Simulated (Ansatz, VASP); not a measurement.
One calculation of CdF2, two programs

INCAR

```
  PREC = Accurate
  ENCUT = 520
  EDIFF = 1E-8
  ISMEAR = -1
  SIGMA = 0.02
  LREAL = False
  LASPH = True
  NELM = 100
  ALGO = Normal
  ISIF = 2
  LWAVE = False
  LCHARG = False
  GGA = PE
  LEFG = True
  NBANDS = 20
```

KPOINTS

```
Automatic mesh
0
Gamma
  8 8 8
```

Contents of POSCAR:

```
CdF2
1.0
    0.0000000000      2.6940000000      2.6940000000
    2.6940000000      0.0000000000      2.6940000000
    2.6940000000      2.6940000000      0.0000000000
Cd F
1 2
Direct
    0.0000000000      0.0000000000      0.0000000000
    0.2500000000      0.2500000000      0.2500000000
    0.7500000000      0.7500000000      0.7500000000
```

Input for Ansatz:

```yaml
crystal:
  lattice:
    - [0.0, 2.694, 2.694]
    - [2.694, 0.0, 2.694]
    - [2.694, 2.694, 0.0]
  atoms:
    - { symbol: Cd, position: [0.0, 0.0, 0.0] }
    - { symbol: F, position: [0.25, 0.25, 0.25] }
    - { symbol: F, position: [0.75, 0.75, 0.75] }
kpoints:
  mp_grid: { grid: [8, 8, 8] }
  band_path:
    path:
      - [0.0, 0.0, 0.0]
      - [0.5, 0.0, 0.5]
      - [0.625, 0.25, 0.625]
      - [0.375, 0.375, 0.75]
      - [0.0, 0.0, 0.0]
      - [0.5, 0.5, 0.5]
      - [0.5, 0.25, 0.75]
      - [0.5, 0.0, 0.5]
    npoints: 8
scf:
  occupations: { method: fermi_dirac, width: 0.02 }
hamiltonian:
  xc: pbe
  pseudopotentials: { kind: all_electron, datasets: crystal }
output:
  forces: true
  stress: true
  eigenvalues: true
  efg: { contact_densities: true }
```

Alike in both runs: task electric field gradients; functional PBE; k mesh 8 × 8 × 8; occupations fermi-dirac, width 0.02 eV; no spin polarisation.

|  | VASP | Ansatz |
| --- | --- | --- |
| version | VASP 6.6.1 | Ansatz 0.2.0 |
| potentials or method | VASP PAW PBE potentials, release 64 (Cd, F) | all-electron PAW with datasets made for the crystal, scalar-relativistic |
| plane-wave cutoff (eV) | 520 | see its input |

|  | VASP | Ansatz | Ansatz less VASP |
| --- | --- | --- | --- |
| gap on the k mesh at the Fermi level (eV) | 3.07 | 3.09 | +0.027 |
| pressure (GPa) | 6.2 | 5.4 | -0.76 |
| Vzz of the field gradient on the site that differs most (V/Å²) | 0.0 | 0.0 | -0.02 |

Ansatz ran all-electron here, so the differences hold the error of VASP's frozen core and of both bases. Ansatz warned: «gradients_without_spin_orbit».

A k mesh can miss the band edges.
